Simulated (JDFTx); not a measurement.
# SnTe (Fm-3m) in JDFTx: equation of state

Aim: energy against volume of SnTe in PBE, for its equilibrium volume and stiffness.

Everything below comes from runs of JDFTx 1.7.0 (patched build). Logs are shortened: lines on timing, memory, paths and dates and some standing lists are left out, and cuts for length are marked. The log counts tension as positive stress, the text compression.

### 1 The structure

It takes space group Fm-3m (No. 225, cubic). Conventional cell: a = 6.302 Å, b = 6.302 Å, c = 6.302 Å, α = 90.00°, β = 90.00°, γ = 90.00°. Around Te (site symmetry m-3m) lie 6 Sn at 3.15 Å. Around Sn (site symmetry m-3m) lie 6 Te at 3.15 Å.

### 2 Equation of state, PBE, 29.40 Å³/atom (volume scaled by 0.94)

File SnTe.in:

```
lattice \
    0.0000000000     5.8326942790     5.8326942790 \
    5.8326942790     0.0000000000     5.8326942790 \
    5.8326942790     5.8326942790     0.0000000000
coords-type Lattice
ion Te     0.5000000000     0.5000000000     0.5000000000 1
ion Sn     0.0000000000     0.0000000000     0.0000000000 1

ion-species pseudo/Te.upf
ion-species pseudo/Sn.upf
elec-cutoff 40 320
elec-ex-corr gga-PBE
kpoint-folding 7 7 7
elec-smearing Fermi 0.0018374661
elec-n-bands 22
electronic-SCF nIterations 100 energyDiffThreshold 1e-09
electronic-minimize nIterations 30 energyDiffThreshold 1e-7
forces-output-coords Cartesian

dump-name run.$VAR
dump End Ecomponents EigStats BandEigs Kpoints Forces Stress ElecDensity Dtot KEdensity
```

Potentials or basis: PseudoDojo-SR-PBE-0.4.1-standard (Te) + PseudoDojo-SR-PBE-0.5-standard (Sn) with smoothed tails.

Started as:

```sh
$ jdftx -c 1 -i SnTe.in -o SnTe.out
```

Log:

```text
*************** JDFTx 1.7.0 (patched build) ***************

Input parsed successfully to the following command list (including defaults):
[... the input with its defaults ...]

---------- Setting up symmetries ----------

Found 48 point-group symmetries of the bravais lattice
Found 48 space-group symmetries with basis
Applied RMS atom displacement 0 bohrs to make symmetries exact.

---------- Initializing the Grid ----------
R =
[            0      5.83269      5.83269  ]
[      5.83269            0      5.83269  ]
[      5.83269      5.83269            0  ]
unit cell volume = 396.86
G =
[  -0.538618   0.538618   0.538618  ]
[   0.538618  -0.538618   0.538618  ]
[   0.538618   0.538618  -0.538618  ]
Minimum fftbox size, Smin = [  68  68  68  ]
Chosen fftbox size, S = [  70  70  70  ]

---------- Initializing tighter grid for wavefunction operations ----------
R =
[            0      5.83269      5.83269  ]
[      5.83269            0      5.83269  ]
[      5.83269      5.83269            0  ]
unit cell volume = 396.86
G =
[  -0.538618   0.538618   0.538618  ]
[   0.538618  -0.538618   0.538618  ]
[   0.538618   0.538618  -0.538618  ]
Minimum fftbox size, Smin = [  48  48  48  ]
Chosen fftbox size, S = [  48  48  48  ]

---------- Exchange Correlation functional ----------
Initalized PBE GGA exchange.
Initalized PBE GGA correlation.

---------- Setting up pseudopotentials ----------
Width of ionic core gaussian charges (only for fluid interactions / plotting) set to 0

Reading pseudopotential file 'pseudo/Te.upf':
  'Te' pseudopotential, 'PBE' functional
  Generated using ONCVPSP code by D. R. Hamann
  16 valence electrons, 3 orbitals, 6 projectors, 1001 radial grid points, with lMax = 2
    4D    l: 2   occupation: 10.0   eigenvalue: -1.530718
    5S    l: 0   occupation:  2.0   eigenvalue: -0.555231
    5P    l: 1   occupation:  4.0   eigenvalue: -0.218780
  Core radius for overlap checks: 2.04 bohrs.

Reading pseudopotential file 'pseudo/Sn.upf':
  'Sn' pseudopotential, 'PBE' functional
  Generated using ONCVPSP code by D. R. Hamann
  14 valence electrons, 3 orbitals, 6 projectors, 1001 radial grid points, with lMax = 2
    4D    l: 2   occupation: 10.0   eigenvalue: -0.949566
    5S    l: 0   occupation:  2.0   eigenvalue: -0.387678
    5P    l: 1   occupation:  2.0   eigenvalue: -0.135764
  Core radius for overlap checks: 2.33 bohrs.

Initialized 2 species with 2 total atoms.

Folded 1 k-points by 7x7x7 to 343 k-points.

---------- Setting up k-points, bands, fillings ----------
Reduced to 20 k-points under symmetry.
Computing the number of bands and number of electrons
Calculating initial fillings.
nElectrons:  30.000000   nBands: 22   nStates: 20

----- Setting up reduced wavefunction bases (one per k-point) -----
average nbasis = 4796.038 , ideal nbasis = 4795.364

---------- Setting up ewald sum ----------
Optimum gaussian width for ewald sums = 2.649109 bohr.
Real space sum over 1331 unit cells with max indices [  5  5  5  ]
Reciprocal space sum over 2197 terms with max indices [  6  6  6  ]

---------- Allocating electronic variables ----------
Initializing wave functions:  linear combination of atomic orbitals
Note: number of bands (22) exceeds available atomic orbitals (18)
Te pseudo-atom occupations:   s ( 2 )  p ( 4 )  d ( 10 )
Sn pseudo-atom occupations:   s ( 2 )  p ( 2 )  d ( 10 )
	FillingsUpdate:  mu: +0.420895370  nElectrons: 30.000000
LCAOMinimize: Iter:   0  F: -161.0516771299684819  |grad|_K:  1.081e-03  alpha:  1.000e+00
	FillingsUpdate:  mu: +0.422432791  nElectrons: 30.000000
LCAOMinimize: Iter:   1  F: -161.0545107549159809  |grad|_K:  4.877e-05  alpha:  4.650e-01  linmin: -1.994e-01  cgtest:  9.501e-01
LCAOMinimize: Encountered beta<0, resetting CG.
	FillingsUpdate:  mu: +0.422495487  nElectrons: 30.000000
LCAOMinimize: Iter:   2  F: -161.0545163815595515  |grad|_K:  5.657e-06  alpha:  4.888e-01  linmin:  5.792e-03  cgtest: -7.933e-03
	FillingsUpdate:  mu: +0.422486331  nElectrons: 30.000000
LCAOMinimize: Iter:   3  F: -161.0545165276144814  |grad|_K:  2.656e-07  alpha:  9.444e-01  linmin:  5.057e-04  cgtest:  1.176e-02
	FillingsUpdate:  mu: +0.422486941  nElectrons: 30.000000
LCAOMinimize: Iter:   4  F: -161.0545165279406490  |grad|_K:  3.735e-08  alpha:  9.546e-01  linmin:  1.285e-02  cgtest: -1.532e-01
LCAOMinimize: Converged (|Delta F|<1.000000e-06 for 2 iters).

-------- Electronic minimization -----------
Will mix electronic density at each iteration.
	FillingsUpdate:  mu: +0.422486941  nElectrons: 30.000000
	FillingsUpdate:  mu: +0.405322809  nElectrons: 30.000000
SCF: Cycle:  0   F: -161.093992979438156   dF: -3.948e-02   |Residual|: 2.622e-02   |deigs|: 1.232e-01
	FillingsUpdate:  mu: +0.405088181  nElectrons: 30.000000
SCF: Cycle:  1   F: -161.094782385428402   dF: -7.894e-04   |Residual|: 1.387e-02   |deigs|: 6.631e-03
	FillingsUpdate:  mu: +0.405044146  nElectrons: 30.000000
SCF: Cycle:  2   F: -161.094863610619228   dF: -8.123e-05   |Residual|: 3.698e-03   |deigs|: 3.231e-03
	FillingsUpdate:  mu: +0.405136170  nElectrons: 30.000000
SCF: Cycle:  3   F: -161.094869933968425   dF: -6.323e-06   |Residual|: 7.723e-04   |deigs|: 6.600e-04
	FillingsUpdate:  mu: +0.405190519  nElectrons: 30.000000
SCF: Cycle:  4   F: -161.094870646532485   dF: -7.126e-07   |Residual|: 2.772e-04   |deigs|: 1.188e-04
	FillingsUpdate:  mu: +0.405226341  nElectrons: 30.000000
SCF: Cycle:  5   F: -161.094870891301866   dF: -2.448e-07   |Residual|: 1.346e-04   |deigs|: 1.028e-04
	FillingsUpdate:  mu: +0.405238699  nElectrons: 30.000000
SCF: Cycle:  6   F: -161.094870925274421   dF: -3.397e-08   |Residual|: 2.695e-05   |deigs|: 4.221e-05
	FillingsUpdate:  mu: +0.405239441  nElectrons: 30.000000
SCF: Cycle:  7   F: -161.094870941785246   dF: -1.651e-08   |Residual|: 7.761e-06   |deigs|: 5.943e-05
	FillingsUpdate:  mu: +0.405239171  nElectrons: 30.000000
SCF: Cycle:  8   F: -161.094870943879442   dF: -2.094e-09   |Residual|: 3.861e-06   |deigs|: 3.366e-05
	FillingsUpdate:  mu: +0.405239113  nElectrons: 30.000000
SCF: Cycle:  9   F: -161.094870945161631   dF: -1.282e-09   |Residual|: 1.305e-06   |deigs|: 3.558e-05
	FillingsUpdate:  mu: +0.405239112  nElectrons: 30.000000
SCF: Cycle: 10   F: -161.094870945377096   dF: -2.155e-10   |Residual|: 7.065e-07   |deigs|: 2.236e-05
	FillingsUpdate:  mu: +0.405239114  nElectrons: 30.000000
SCF: Cycle: 11   F: -161.094870945484473   dF: -1.074e-10   |Residual|: 7.653e-07   |deigs|: 2.519e-05
SCF: Converged (|Delta E|<1.000000e-09 for 2 iters).

Setting wave functions to eigenvectors of Hamiltonian

# Stress tensor in Cartesian coordinates [Eh/a0^3]:
[ -0.000197429            0            0  ]
[            0 -0.000197429            0  ]
[            0            0 -0.000197429  ]

# Ionic positions in lattice coordinates:
ion Te   0.500000000000000   0.500000000000000   0.500000000000000 1
ion Sn   0.000000000000000   0.000000000000000   0.000000000000000 1

# Forces in Cartesian coordinates:
force Te  -0.000000000000000   0.000000000000000   0.000000000000000 1
force Sn  -0.000000000000000   0.000000000000000   0.000000000000000 1

# Energy components:
   Eewald =     -109.7502229428558280
       EH =       43.1155527817898516
     Eloc =     -122.5439812110185329
      Enl =      -51.7989210379248917
      Exc =      -46.7042517765371699
 Exc_core =       22.5885760411655951
       KE =      103.9983821715022287
-------------------------------------
     Etot =     -161.0948659738787683
       TS =        0.0000049716057149
-------------------------------------
        F =     -161.0948709454844732

IonicMinimize: Iter:   0  F: -161.094870945484473  |grad|_K:  6.901e-42
IonicMinimize: Converged (|grad|_K<1.000000e-04).

#--- Lowdin population analysis ---
# oxidation-state Te +0.006
# oxidation-state Sn +0.058

Dumping 'run.eigStats' ...
	eMin: -0.968447 at state 14 ( [ +0.000000 +0.428571 +0.428571 ] spin 0 )
	HOMO: +0.394985 at state 3 ( [ +0.000000 +0.000000 +0.428571 ] spin 0 )
	mu  : +0.405239
	LUMO: +0.416932 at state 3 ( [ +0.000000 +0.000000 +0.428571 ] spin 0 )
	eMax: +0.824538 at state 14 ( [ +0.000000 +0.428571 +0.428571 ] spin 0 )
	HOMO-LUMO gap: +0.021946
	Optical gap  : +0.021946 at state 3 ( [ +0.000000 +0.000000 +0.428571 ] spin 0 )
Done!
```

Wall time 1.9 min (1 thread of Arm Neoverse V1, shared host); peak memory 0.18 GiB.

What came out:

```
Free energy : -4383.6148 eV
Pressure    : 5.8 GPa
```

Caveat: this odd mesh misses L, where the gap lies, so gap, dielectric constants and Born charges aren't listed.

### 3 Equation of state, PBE, 30.03 Å³/atom (volume scaled by 0.96)

SnTe.in, as its differences from that of step 2:

```diff
@@ -1,5 +1,5 @@
 lattice \
-    0.0000000000     5.8326942790     5.8326942790 \
-    5.8326942790     0.0000000000     5.8326942790 \
-    5.8326942790     5.8326942790     0.0000000000
+    0.0000000000     5.8737709443     5.8737709443 \
+    5.8737709443     0.0000000000     5.8737709443 \
+    5.8737709443     5.8737709443     0.0000000000
 coords-type Lattice
@@ -20,2 +20,2 @@
 dump-name run.$VAR
-dump End Ecomponents EigStats BandEigs Kpoints Forces Stress ElecDensity Dtot KEdensity
+dump End Ecomponents EigStats BandEigs Kpoints Forces Stress
```

Potentials or basis: PseudoDojo-SR-PBE-0.4.1-standard (Te) + PseudoDojo-SR-PBE-0.5-standard (Sn) with smoothed tails.

Started as:

```sh
$ jdftx -c 1 -i SnTe.in -o SnTe.out
```

Run time: 1.8 min. Hardware: 1 thread of Arm Neoverse V1, shared host; peak memory 0.19 GiB.

It converged, with:

```
Free energy : -4383.6550 eV
Pressure    : 4.5 GPa
```

Caveat: this odd mesh misses L, where the gap lies, so gap, dielectric constants and Born charges aren't listed.

### 4 Equation of state, PBE, 30.66 Å³/atom (volume scaled by 0.98)

SnTe.in, as its differences from that of step 3:

```diff
@@ -1,5 +1,5 @@
 lattice \
-    0.0000000000     5.8737709443     5.8737709443 \
-    5.8737709443     0.0000000000     5.8737709443 \
-    5.8737709443     5.8737709443     0.0000000000
+    0.0000000000     5.9142809895     5.9142809895 \
+    5.9142809895     0.0000000000     5.9142809895 \
+    5.9142809895     5.9142809895     0.0000000000
 coords-type Lattice
```

Started as:

```sh
$ jdftx -c 1 -i SnTe.in -o SnTe.out
```

It took 1.7 min on 1 thread of Arm Neoverse V1, shared host; peak memory 0.18 GiB.

Results (log left out):

| Quantity | Value |
| --- | --- |
| Free energy | -4383.6856 eV |
| Pressure | 3.3 GPa |

Caveat: this odd mesh misses L, where the gap lies, so gap, dielectric constants and Born charges aren't listed.

### 5 Equation of state, PBE, 31.28 Å³/atom

SnTe.in, as its differences from that of step 4:

```diff
@@ -1,5 +1,5 @@
 lattice \
-    0.0000000000     5.9142809895     5.9142809895 \
-    5.9142809895     0.0000000000     5.9142809895 \
-    5.9142809895     5.9142809895     0.0000000000
+    0.0000000000     5.9542435598     5.9542435598 \
+    5.9542435598     0.0000000000     5.9542435598 \
+    5.9542435598     5.9542435598     0.0000000000
 coords-type Lattice
```

Started as:

```sh
$ jdftx -c 1 -i SnTe.in -o SnTe.out
```

Run time: 1.7 min. Hardware: 1 thread of Arm Neoverse V1, shared host; peak memory 0.18 GiB.

The run converged. Its results:

* Free energy: -4383.7075 eV
* Pressure: 2.3 GPa

Caveat: this odd mesh misses L, where the gap lies, so gap, dielectric constants and Born charges aren't listed.

### 6 Equation of state, PBE, 31.91 Å³/atom (volume scaled by 1.02)

SnTe.in, as its differences from that of step 5:

```diff
@@ -1,5 +1,5 @@
 lattice \
-    0.0000000000     5.9542435598     5.9542435598 \
-    5.9542435598     0.0000000000     5.9542435598 \
-    5.9542435598     5.9542435598     0.0000000000
+    0.0000000000     5.9936767855     5.9936767855 \
+    5.9936767855     0.0000000000     5.9936767855 \
+    5.9936767855     5.9936767855     0.0000000000
 coords-type Lattice
```

Potentials or basis: PseudoDojo-SR-PBE-0.4.1-standard (Te) + PseudoDojo-SR-PBE-0.5-standard (Sn) with smoothed tails.

Started as:

```sh
$ jdftx -c 1 -i SnTe.in -o SnTe.out
```

Run time: 2.1 min. Hardware: 1 thread of Arm Neoverse V1, shared host; peak memory 0.19 GiB.

It converged, with:

| Item | Value |
| --- | --- |
| Free energy | -4383.7216 eV |
| Pressure | 1.3 GPa |

Caveat: this odd mesh misses L, where the gap lies, so gap, dielectric constants and Born charges aren't listed.

### 7 Equation of state, PBE, 32.53 Å³/atom (volume scaled by 1.04)

SnTe.in, as its differences from that of step 6:

```diff
@@ -1,5 +1,5 @@
 lattice \
-    0.0000000000     5.9936767855     5.9936767855 \
-    5.9936767855     0.0000000000     5.9936767855 \
-    5.9936767855     5.9936767855     0.0000000000
+    0.0000000000     6.0325978552     6.0325978552 \
+    6.0325978552     0.0000000000     6.0325978552 \
+    6.0325978552     6.0325978552     0.0000000000
 coords-type Lattice
```

Started as:

```sh
$ jdftx -c 1 -i SnTe.in -o SnTe.out
```

It took 2.2 min on 1 thread of Arm Neoverse V1, shared host; peak memory 0.2 GiB.

The run converged. Its results:

* Free energy: -4383.7286 eV
* Pressure: 0.5 GPa
* Loewdin charges: Te -0.07; Sn +0.13 e

Caveat: this odd mesh misses L, where the gap lies, so gap, dielectric constants and Born charges aren't listed.

### 8 Equation of state, PBE, 33.16 Å³/atom (volume scaled by 1.06)

SnTe.in, as its differences from that of step 7:

```diff
@@ -1,5 +1,5 @@
 lattice \
-    0.0000000000     6.0325978552     6.0325978552 \
-    6.0325978552     0.0000000000     6.0325978552 \
-    6.0325978552     6.0325978552     0.0000000000
+    0.0000000000     6.0710230813     6.0710230813 \
+    6.0710230813     0.0000000000     6.0710230813 \
+    6.0710230813     6.0710230813     0.0000000000
 coords-type Lattice
```

Started as:

```sh
$ jdftx -c 1 -i SnTe.in -o SnTe.out
```

It took 2.3 min on 1 thread of Arm Neoverse V1, shared host; peak memory 0.2 GiB.

The run converged. Its results:

```
Free energy     : -4383.7292 eV
Pressure        : -0.3 GPa
Loewdin charges : Te -0.09; Sn +0.14 e
```

Caveat: this odd mesh misses L, where the gap lies, so gap, dielectric constants and Born charges aren't listed.

### 9 Equation of state, PBE

Potentials or basis: PseudoDojo-SR-PBE-0.4.1-standard (Te) + PseudoDojo-SR-PBE-0.5-standard (Sn) with smoothed tails.

This step only gathers the single runs of the series.

Results:

```yaml
Equilibrium_volume: 32.91 Å³/atom
Bulk_modulus: 40 GPa
Pressure_derivative_of_the_bulk_modulus: 4.4
```

Energy against volume, from the lowest point:
```csv
volume (Å³/atom),energy (meV/atom)
29.404,57.24
30.030,37.10
30.656,21.81
31.281,10.86
31.907,3.81
32.532,0.31
33.158,0.00
```

Caveat: this odd mesh misses L, where the gap lies, so gap, dielectric constants and Born charges aren't listed. The run has no spin-orbit coupling, so splittings on Te are missing.
